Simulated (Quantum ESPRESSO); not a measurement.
WC (Qusongite) in Quantum ESPRESSO: the effect of dispersion

WC (Qusongite):

```
W C
1.0
     2.90650    0.00000    0.00000
    -1.45325    2.51710    0.00000
     0.00000    0.00000    2.83660
W C
1 1
Direct
  0.00000 0.00000 0.00000
  0.66667 0.33333 0.50000
```

Alike in all runs:

| Item | Value |
| --- | --- |
| Program | Quantum ESPRESSO 7.5 |
| Task | phonons |
| Potentials or basis | JTH 2.0 PBE |
| Cutoff | 707 eV |
| Density cutoff | 4245 eV |
| k mesh | 10 × 10 × 9 |
| Occupations | cold, width 0.2 eV |
| Spin | no spin polarisation |

Each run relaxes the cell or the atoms first.

```csv
dispersion,functional,relaxed volume (Å³/atom),highest phonon frequency (cm⁻¹)
none,PBE,10.53,606
D2,PBE,?,?
D3(BJ) two-body,PBE,10.34,621
rVV10,rPW86PBE,10.76,577
rev-vdW-DF2,rev-vdW-DF2,10.45,612
```

Q: What does the run with dispersion D2 give?

A: Relaxed volume 9.95 Å³/atom; highest phonon frequency 665 cm⁻¹.

Caveats: the mesh is thin for the phonons of a metal; pairwise dispersion overbinds metals, which lowers pressure and volume (some runs); before the sum rule the acoustic modes lie tens of cm⁻¹ from zero, a sign that the density grid also shifts the optical modes (some runs); the potentials were made for another functional, which shifts forces and pressure (some runs).
